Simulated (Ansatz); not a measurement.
# CoO (R3m) in Ansatz: notebook

One crystal, CoO, is run at these levels: PBEsol, PBEsol+D3(BJ), PBEsol+D4; tasks: relaxation of cell and atoms.

Everything below comes from runs of Ansatz 0.2.0. Logs are shortened: lines on timing, memory, paths and dates and some standing lists are left out, and cuts for length are marked.

**1. Starting point**

It takes space group R3m (No. 160, trigonal). Conventional cell: a = 3.204 Å, b = 3.204 Å, c = 7.699 Å, α = 90.00°, β = 90.00°, γ = 120.00°. Co (site symmetry 3m) is surrounded by 4 O at 1.91 to 1.96 Å. O (site symmetry 3m) is surrounded by 4 Co at 1.91 to 1.96 Å.

Measurements of this composition are mostly on another form, of space group No. 225.

**2. Relaxation of cell and atoms, PBEsol, collinear spin, ferromagnetic start**

Input file input.yaml:

```yaml
crystal:
  lattice:
    - [1.6022198417, 0.9250420569, 2.5664708903]
    - [-1.6022198417, 0.9250420569, 2.5664708903]
    - [0.0, -1.8500841138, 2.5664708903]
  atoms:
    - { symbol: Co, position: [0.99897832, 0.99897832, 0.99897832], spin: 2.0 }
    - { symbol: O, position: [0.75102103, 0.75102103, 0.75102103] }
kpoints:
  mp_grid: { grid: [7, 7, 7] }
scf:
  occupations: { method: fermi_dirac, width: 0.05 }
hamiltonian:
  xc: pbesol
  pseudopotentials: { kind: all_electron, lapw: { basis_error: 0.001 } }
magnetization:
  spin_polarized: true
output:
  forces: true
  stress: true
relax:
  f_tol: 0.005
  max_steps: 60
  cell: {}
```

Potentials or basis: all-electron LAPW, scalar-relativistic.

On the command line:

```bash
$ ansatz run input.yaml --threads 2 --pin off --max-ram 6144MiB --backend cpu --events-out ev --progress --plain --runs-dir out
```

Log:

```text
Warning: RAYON_NUM_THREADS=2 ignored (pool sized by the plan → 2); use --threads N
The last accepted step is kept in <dir> (removed where the run ends without a failure and the disk answers)
LAPW: plane waves up to 11.291 Å⁻¹, error target 1.0e-3 eV per atom; small_component_spin mean_spin; O in spheres of 0.832 Å, 8 of its electrons in bands, Dirac shells []; Co in spheres of 1.020 Å, 17 of its electrons in bands, Dirac shells [] (how accurate: hamiltonian.pseudopotentials.lapw.basis_error, Limitations)
Engine: ansatz 0.2.0, aarch64-unknown-linux-gnu
Pseudopotentials: kind: all_electron
Pseudopotential: Co, LAPW, valence charge 17, lapw/all_electron/scalar/gaussian/Co, Koelling and Harmon's equation, gaussian nucleus
Pseudopotential: O, LAPW, valence charge 8, lapw/all_electron/scalar/gaussian/O, Koelling and Harmon's equation, gaussian nucleus
Functional definition: PBEsol
  exchange = pbesol_x
  correlation = pbesol_c
Crystal: 2 atoms, lattice volume = 22.823 Å³
Basis set: ecut = 485.68633647872446 eV, 537 PW (Γ), exchange–correlation at level 2
Bands: 18, of which v1, the nominal top of the filled ones, is band 13 counted from 1 (12 counted from 0)
Symmetry: 6 space group operations
Space group: R3m (ITA 160), of the structure as read, at distance tolerance 2.8e-5 Å
Magnetic group: BNS 160.65 (UNI 1295), of the structure as read, at distance tolerance 2.8e-5 Å
k-points: 44 of 343 (time reversal used)
Non-local potential: Co, projectors of the file, none
Non-local potential: O, projectors of the file, none
Initial density: superposition of atomic densities (chi_scale 0.1, normalization cell, long waves kept (reshape's long-wave potential 0.00 eV rms))
Starting moments: Σ|m| = 2 μB on 1 of 2 sites
Initial wavefunctions: plane waves of lowest kinetic energy (no species holds an atomic orbital)
Functional: x = pbesol(κ = 0.804, μ = 0.12345679012345678), c = pbesol(β = 0.046)
iter 1 solved again at ethr=7.50e-3 eV; its pass at ethr=1.00e-1 eV (dr2=1.88e0 eV) is discarded
SCF iter   1: F=—  HF=-39925.383347 eV  |F-HF|=—  |Δ(HF+E_count)|=         —  Δρ=5.04e-2 (↑5.04e-2 ↓3.79e-2)  dr2=1.88e0  dr2_m=5.54e-2  M=2.343 μB ∫|m|=2.343 μB  β_m=0.30  ethr=7.50e-3  ⟨swp⟩=2.0  Hψ=10182  notcnv=0
Mixer restart at iter 1: flushing history
preconditioner: auto → none  [metal: Δε(μ)=0.007 eV  Ē_g=13.516 eV  σ=0.050 eV  W_gap=0.03  n_scr=8 (ndim 8)  ℏωp=30.1 eV  f_vac=0.000  D(μ)=3.95/eV (n_scr^D=64)  sad-step TF]
SCF iter   2: F=—  HF=-39924.927746 eV  |F-HF|=—  |Δ(HF+E_count)|=   4.56e-1  Δρ=2.83e-2 (↑2.83e-2 ↓1.81e-2)  dr2=5.29e-1  dr2_m=2.59e-2  M=2.317 μB ∫|m|=2.317 μB  β_m=0.41  ethr=7.50e-3  ⟨swp⟩=2.0  Hψ=4743  notcnv=0
SCF iter   3: F=—  HF=-39924.893773 eV  |F-HF|=—  |Δ(HF+E_count)|=   3.40e-2  Δρ=1.21e-2 (↑1.21e-2 ↓9.46e-3)  dr2=8.11e-2  dr2_m=1.02e-2  M=2.365 μB ∫|m|=2.367 μB  β_m=0.56  ethr=2.11e-3  ⟨swp⟩=2.0  Hψ=4675  notcnv=0
SCF iter   4: F=—  HF=-39924.958320 eV  |F-HF|=—  |Δ(HF+E_count)|=         —  Δρ=1.65e-2 (↑1.65e-2 ↓1.14e-2)  dr2=1.28e-2  dr2_m=3.96e-2  M=2.703 μB ∫|m|=2.707 μB  β_m=0.56  ethr=3.24e-4  ⟨swp⟩=2.0  Hψ=4758  notcnv=0
Mixer restart at iter 4: flushing history
the basis was enlarged: its passes take 678.8 KiB over the memory plan, 2 of 2 planned eigensolver slots
SCF iter   5: F=—  HF=-39924.946088 eV  |F-HF|=—  |Δ(HF+E_count)|=   1.22e-2  Δρ=1.16e-2 (↑7.09e-3 ↓1.16e-2)  dr2=1.65e-2  dr2_m=1.59e-2  M=2.765 μB ∫|m|=2.769 μB  β_m=0.72  ethr=5.14e-5  ⟨swp⟩=3.0  Hψ=5164  notcnv=0
SCF iter   6: F=—  HF=-39924.957798 eV  |F-HF|=—  |Δ(HF+E_count)|=   1.17e-2  Δρ=6.36e-3 (↑5.65e-3 ↓6.36e-3)  dr2=3.04e-2  dr2_m=1.01e-3  M=2.741 μB ∫|m|=2.747 μB  β_m=0.64  ethr=5.14e-5  ⟨swp⟩=3.0  Hψ=5289  notcnv=0
[... 100 lines left out ...]
SCF iter   2: F=—  HF=-39924.987384 eV  |F-HF|=—  |Δ(HF+E_count)|=   1.12e-6  Δρ=5.95e-6 (↑5.95e-6 ↓5.39e-6)  dr2=1.88e-9  dr2_m=1.58e-10  M=2.086 μB ∫|m|=2.096 μB  β_m=0.40  ethr=3.24e-11  ⟨swp⟩=3.0  Hψ=4878  notcnv=0
SCF iter   3: F=-39924.987385 eV  HF=-39924.987384 eV  |F-HF|=1.25e-7  |Δ(HF+E_count)|=   2.56e-8  Δρ=5.23e-6 (↑5.23e-6 ↓4.72e-6)  dr2=4.38e-10  dr2_m=1.30e-10  M=2.086 μB ∫|m|=2.096 μB  ethr=7.52e-12  ⟨swp⟩=3.0  Hψ=4549  notcnv=0
SCF 8 converged in 3 iterations: F = -39924.987385 eV  dr2 = 4.38e-10
relax step   8: F+E_penalty+E_count = -39924.98738462 eV  Δ(F+E_penalty+E_count) = -7.392e-6 eV  max|allowed force component| = 3.083e-4 eV/Å  Δτ_max = 0.0000 Å  P = -0.005 GPa  Ω = 20.825 Å³  stress off target by 8.42e-3 GPa  SCF on the basis re-selected at this cell (its energy is not comparable with the rows above)  (3 SCF iters)
basis re-selected at this cell: Δ(F+E_penalty+E_count) = -7.392e-6 eV, ΔP = -0.001 GPa vs the last step (what re-selecting the basis moved, after the strain that the cell walked since its last selection, with what the two solves' SCF thresholds leave and, on support functions, any second-order correction that the steps lacked; it is no measure of the basis error at this ecutwfc). This SCF's stress stands 8.42e-3 GPa from its target on what of the cell is left free (relax.cell.stress_tol is 5.00e-2 GPa) and its largest allowed force component is 3.08e-4 eV/Å (relax.f_tol is 5.00e-3 eV/Å): within both
SCF converged after 3 iterations
Magnetization: 2.0861 μB (13.5431 up, 11.4569 down)
Absolute magnetization: 2.0957 μB (∫|ρ↑−ρ↓|)
Spin contamination: 0.0154 ħ² per cell (⟨S²⟩ above its minimum at these occupations)
Per-site moments (μB) at R_I (Å): [(1.7923334509986066, 0.98936816765344), (0.19969898700241107, 0.8067881765466994)]
Free energy (F): -39924.987385 eV
Harris-Foulkes:  -39924.987384 eV  (|F-HF|=1.25e-7)
Internal energy: -39924.970761 eV  (E = F + TS)
E sigma→0 (E₀):  -39924.979073 eV
Entropy (-TS):   -0.016623 eV (-8.312 meV/atom)
Fermi energy:    12.699195 eV
--- Per-component energies (eV) ---
  E_band       = -1319.859417
  E_kinetic    = 40479.936589
  E_xc         = -1816.144550
  E_electrostatic = -78588.762801  (all electrons and nuclei)
  E_smearing   = -0.016623  (= −TS)
  E_closure    = 0.000000  (closes the sum)
  E_atoms      = -39909.458948  (free atoms, spherical and without spin; not in F)
  Σ components = -39924.987385   (vs F -39924.987385, Δ=0.00e0)
  Basis errors (estimates in eV, not in F): energy 4.8e-4 per atom: plane waves 4.3e-4 (2.6e-4 summed), levels above the bands 2.7e-115, relativity 4.9e-8, radial functions 4.7e-5, core shells 1.0e-6; eigenvalues (radial functions only) 8.0e-6; not estimated: angular momenta, meshes, grids; target (lapw.basis_error) 1.0e-3; muffin-tin radii O 0.807 Å, Co 0.989 Å
--- Forces (eV/Å), atoms counted from 1 ---
  atom   1  Co    -0.00000000    -0.00000000    -0.00031270
  atom   2  O      0.00000000     0.00000000     0.00030390
  max |Σ_I F_I| component: 8.80e-6 eV/Å
--- Stress (GPa, compression-positive) ---
       -0.008421       0.000000       0.000000
        0.000000      -0.008421      -0.000000
        0.000000      -0.000000       0.000706
  P = ⅓ Tr σ = -0.0054 GPa (-0.054 kbar)
--- Relaxed structure (7 steps of the walk, 7 accepted, 1 SCFs on fresh bases) ---
  F+E_penalty+E_count = -39924.98738462 eV   max|allowed force component| = 3.083e-4 eV/Å   (the final SCF, on the basis selected at the relaxed cell)
  cell:  # Å, volume = 20.8250 Å³
    - [1.5441504435048237, 0.89151567422679, 2.5212454278620187]
    - [-1.5441504435048237, 0.89151567422679, 2.5212454278620187]
    - [-5.0999887025888635e-34, -1.78303134845358, 2.5212454278620187]
  atoms:
    - { symbol: Co, position: [1.0000121230258208, 1.0000121230258208, 1.0000121230258208] }
    - { symbol: O, position: [0.7499872269741786, 0.7499872269741786, 0.7499872269741786] }
```

It took 1.9 min on 2 threads of Arm Neoverse V1, shared host; peak memory 0.44 GiB.

Results:

* Free energy: -39924.9874 eV
* Relaxed volume: 10.41 Å³/atom
* Relaxed cell: a = 3.088 Å, b = 3.088 Å, c = 3.088 Å, α = 60.01°, β = 60.01°, γ = 60.01°
* Space group after relaxing (to 0.05 Å): F-43m (No. 216)
* Energy gained by relaxing: 27.6 meV/atom
* Ionic steps: 8
* Pressure after relaxing: 0.0 GPa
* Net moment: 2.09 μB per cell
* Absolute moment: 2.10 μB per cell
* Site moments: Co +1.79; O +0.20 μB

The path:
```
step  energy change (eV)  largest force (eV/Å)  volume (Å³)
   1              0.0000                0.2275        22.82
   2             -0.0266                0.1724        22.25
   3             -0.0484                0.0007        21.47
   4             -0.0504                0.0655        20.37
   5             -0.0550                0.0041        20.91
   6             -0.0552                0.0015        20.82
   7             -0.0552                0.0003        20.82
   8             -0.0552                0.0003        20.82
```

Final structure:
```
CELL_PARAMETERS angstrom
1.54415 0.89152 2.52125
-1.54415 0.89152 2.52125
0.00000 -1.78303 2.52125
ATOMIC_POSITIONS crystal
Co 0.00001 0.00001 0.00001
O 0.74999 0.74999 0.74999
```

Caveat: the k mesh is thin for a metal, which can move the energy by tens of meV per atom; a cell with one magnetic atom can't hold antiferromagnetic order, which such compounds often take.

**3. Relaxation of cell and atoms, PBEsol+D3(BJ), collinear spin, ferromagnetic start**

input.yaml: that of step 2 with these lines changed.

```diff
@@ -14,2 +14,3 @@
   xc: pbesol
+  dispersion: d3bj
   pseudopotentials: { kind: all_electron, lapw: { basis_error: 0.001 } }
```

Potentials or basis: all-electron LAPW, scalar-relativistic.

On the command line:

```bash
$ ansatz run input.yaml --threads 2 --pin off --max-ram 6144MiB --backend cpu --events-out ev --progress --plain --runs-dir out
```

Log:

```text
Warning: RAYON_NUM_THREADS=2 ignored (pool sized by the plan → 2); use --threads N
[... 1 set-up line as earlier in the session ...]
LAPW: plane waves up to 11.291 Å⁻¹, error target 1.0e-3 eV per atom; small_component_spin mean_spin; O in spheres of 0.832 Å, 8 of its electrons in bands, Dirac shells []; Co in spheres of 1.020 Å, 17 of its electrons in bands, Dirac shells [] (how accurate: hamiltonian.pseudopotentials.lapw.basis_error, Limitations)
[... 7 set-up lines as earlier in the session ...]
Crystal: 2 atoms, lattice volume = 22.823 Å³
Basis set: ecut = 485.68633647872446 eV, 537 PW (Γ), exchange–correlation at level 2
Bands: 18, of which v1, the nominal top of the filled ones, is band 13 counted from 1 (12 counted from 0)
[... 2 set-up lines as earlier in the session ...]
Magnetic group: BNS 160.65 (UNI 1295), of the structure as read, at distance tolerance 2.8e-5 Å
k-points: 44 of 343 (time reversal used)
[... 161 lines left out ...]
  Σ components = -39925.393797   (vs F -39925.393797, Δ=0.00e0)
  Basis errors (estimates in eV, not in F): energy 4.8e-4 per atom: plane waves 4.3e-4 (2.6e-4 summed), levels above the bands 7.0e-117, relativity 4.7e-8, radial functions 4.4e-5, core shells 1.2e-6; eigenvalues (radial functions only) 8.3e-6; not estimated: angular momenta, meshes, grids; target (lapw.basis_error) 1.0e-3; muffin-tin radii O 0.801 Å, Co 0.982 Å
--- Forces (eV/Å), atoms counted from 1 ---
  atom   1  Co     0.00000000    -0.00000000    -0.00003998
  atom   2  O     -0.00000000     0.00000000     0.00003452
  max |Σ_I F_I| component: 5.46e-6 eV/Å
--- Stress (GPa, compression-positive) ---
       -0.005079       0.000000       0.000000
       -0.000000      -0.005079       0.000000
        0.000000       0.000000      -0.003547
  P = ⅓ Tr σ = -0.0046 GPa (-0.046 kbar)
--- Relaxed structure (8 steps of the walk, 8 accepted, 1 SCFs on fresh bases) ---
  F+E_penalty+E_count = -39925.39379677 eV   max|allowed force component| = 3.725e-5 eV/Å   (the final SCF, on the basis selected at the relaxed cell)
  cell:  # Å, volume = 20.3593 Å³
    - [1.53249794179393, 0.884788099227273, 2.5024934479934657]
    - [-1.53249794179393, 0.884788099227273, 2.5024934479934657]
    - [-1.7087623738939964e-34, -1.769576198454546, 2.5024934479934657]
  atoms:
    - { symbol: Co, position: [1.0000020323202372, 1.0000020323202372, 1.0000020323202372] }
    - { symbol: O, position: [0.7499973176797626, 0.7499973176797626, 0.7499973176797626] }
```

Wall time 2.3 min (2 threads of Arm Neoverse V1, shared host); peak memory 0.44 GiB.

Results:

```yaml
Free_energy: -39925.3938 eV
Relaxed_volume: 10.18 Å³/atom
Relaxed_cell: a = 3.065 Å, b = 3.065 Å, c = 3.065 Å, α = 60.00°, β = 60.00°, γ = 60.00°
Space_group_after_relaxing_to_0.05_Å: F-43m (No. 216)
Energy_gained_by_relaxing: 47.9 meV/atom
Ionic_steps: 9
Pressure_after_relaxing: 0.0 GPa
Net_moment: 1.96 μB per cell
Absolute_moment: 1.97 μB per cell
Site_moments: Co +1.69; O +0.18 μB
```

The path:
```
step  energy change (eV)  largest force (eV/Å)  volume (Å³)
   1              0.0000                0.2275        22.82
   2             -0.0448                0.1716        22.06
   3             -0.0919                0.0474        20.75
   4             -0.0919                0.0240        20.00
   5             -0.0953                0.0343        20.44
   6             -0.0958                0.0110        20.37
   7             -0.0959                0.0031        20.36
   8             -0.0959                0.0001        20.36
   9             -0.0959                0.0000        20.36
```

Final structure:
```
Co O
1.0
     1.53250    0.88479    2.50249
    -1.53250    0.88479    2.50249
     0.00000   -1.76958    2.50249
Co O
1 1
Direct
  0.00000 0.00000 0.00000
  0.75000 0.75000 0.75000
```

Caveat: the k mesh is thin for a metal, which can move the energy by tens of meV per atom; a cell with one magnetic atom can't hold antiferromagnetic order, which such compounds often take.

**4. Relaxation of cell and atoms, PBEsol+D4, collinear spin, ferromagnetic start**

input.yaml: that of step 3 with these lines changed.

```diff
@@ -14,3 +14,3 @@
   xc: pbesol
-  dispersion: d3bj
+  dispersion: d4
   pseudopotentials: { kind: all_electron, lapw: { basis_error: 0.001 } }
```

On the command line:

```bash
$ ansatz run input.yaml --threads 2 --pin off --max-ram 6144MiB --backend cpu --events-out ev --progress --plain --runs-dir out
```

Run time: 2.3 min. Hardware: 2 threads of Arm Neoverse V1, shared host; peak memory 0.43 GiB.

The run converged. Its results:

```yaml
Free_energy: -39925.2864 eV
Relaxed_volume: 10.26 Å³/atom
Relaxed_cell: a = 3.073 Å, b = 3.073 Å, c = 3.073 Å, α = 60.01°, β = 60.01°, γ = 60.01°
Space_group_after_relaxing_to_0.05_Å: F-43m (No. 216)
Energy_gained_by_relaxing: 40.5 meV/atom
Ionic_steps: 9
Pressure_after_relaxing: 0.0 GPa
Net_moment: 2.00 μB per cell
Absolute_moment: 2.01 μB per cell
Site_moments: Co +1.72; O +0.19 μB
```

The path:
| step | energy change (eV) | largest force (eV/Å) | volume (Å³) |
| --- | --- | --- | --- |
| 1 | 0.0000 | 0.2238 | 22.82 |
| 2 | -0.0381 | 0.1697 | 22.12 |
| 3 | -0.0762 | 0.0569 | 20.96 |
| 4 | -0.0768 | 0.0199 | 20.11 |
| 5 | -0.0806 | 0.0372 | 20.54 |
| 6 | -0.0810 | 0.0079 | 20.51 |
| 7 | -0.0810 | 0.0012 | 20.51 |
| 8 | -0.0810 | 0.0001 | 20.51 |
| 9 | -0.0810 | 0.0001 | 20.51 |

Final structure:
```cif
data_structure
_symmetry_space_group_name_H-M 'P 1'
_symmetry_Int_Tables_number 1
_cell_length_a 3.0725
_cell_length_b 3.0725
_cell_length_c 3.0725
_cell_angle_alpha 60.007
_cell_angle_beta 60.007
_cell_angle_gamma 60.007
_cell_volume 20.51
loop_
_atom_site_label
_atom_site_type_symbol
_atom_site_fract_x
_atom_site_fract_y
_atom_site_fract_z
_atom_site_occupancy
Co1 Co 0.00001 0.00001 0.00001 1
O1 O 0.74999 0.74999 0.74999 1
```

Caveat: the k mesh is thin for a metal, which can move the energy by tens of meV per atom; a cell with one magnetic atom can't hold antiferromagnetic order, which such compounds often take.

**5. Overview**

```csv
level,pressure (GPa),moment (μB),relaxed volume (Å³/atom)
PBEsol,0.0,2.09,10.41
PBEsol+D3(BJ),0.0,1.96,10.18
PBEsol+D4,0.0,2.00,10.26
```

Alike in all rows: task relaxation of cell and atoms; potentials or basis all-electron LAPW, scalar-relativistic; spin collinear, ferromagnetic start; cell relaxed; k mesh 7 × 7 × 7; smearing fermi-dirac 0.05 eV; basis error allowed 0.001 eV/atom.

Caveats: the k mesh is thin for a metal, which can move the energy by tens of meV per atom; a cell with one magnetic atom can't hold antiferromagnetic order, which such compounds often take.

Compare energies only between runs with the same functional and basis.
